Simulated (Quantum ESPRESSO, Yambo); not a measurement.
Planning a run of Yambo 5.3.0 on KBr (Fm-3m). The input:

```
HF_and_locXC
gw0
dyson
ppa
em1d
rim_cut
RandQpts= 1000000
RandGvec= 1 RL
EXXRLvcs= 66 Ry
VXCRLvcs= 264 Ry
Chimod= "HARTREE"
% BndsRnXp
 1 | 57 |
%
NGsBlkXp= 6 Ry
% LongDrXp
 1 | 1 | 1 |
%
% GbndRnge
 1 | 57 |
%
DysSolver= "n"
ExtendOut
PPAPntXp= 27.21138 eV
% QPkrange
 1 | 8 | 3 | 12 |
%
GfnQPdb= "E < ./gw7_fix/ndb.QP"
XfnQPdb= "E < ./gw7_fix/ndb.QP"
```

```sh
OMP_NUM_THREADS=1 mpirun -n 4 yambo -F gw8.in -J gw8 -C gw8 > gw8.log
```

The stored states that it reads are on a 4×4×4 mesh. Symmetry: Fm-3m, No. 225, cubic system. Conventional cell: a = 6.600 Å, b = 6.600 Å, c = 6.600 Å, α = 90.00°, β = 90.00°, γ = 90.00°. K has 6 Br at 3.30 Å nearest. Nearest to Br lie 6 K at 3.30 Å. Farther neighbours and most contacts between anions are not listed.

Q: Estimate wall time and host memory on 4 MPI ranks of Arm Neoverse V2, shared host.

It took 92 s; on shared hardware allow 46 s to 3.1 min. Peak host memory was 1.6 GiB.

The screening grows as filled bands × empty bands × pairs of k points, times the square of the screening basis for the matrix.

[Paths, hosts, dates, memory and timing lines, banners, echoed tables and standing remarks are left out of the program output.]

[Logs are printed without paths, hosts, clocks, repeated set-up lines and the standing remarks that a program may print on its own settings, such as how far it seeks lower states.]

[Runs of the session that timed out or met a known fault of the program may be left out.]

[Hosts, paths, dates, database ids (printed as entryN), source tags and the programs' standing remarks are cut or masked in the printed files.]
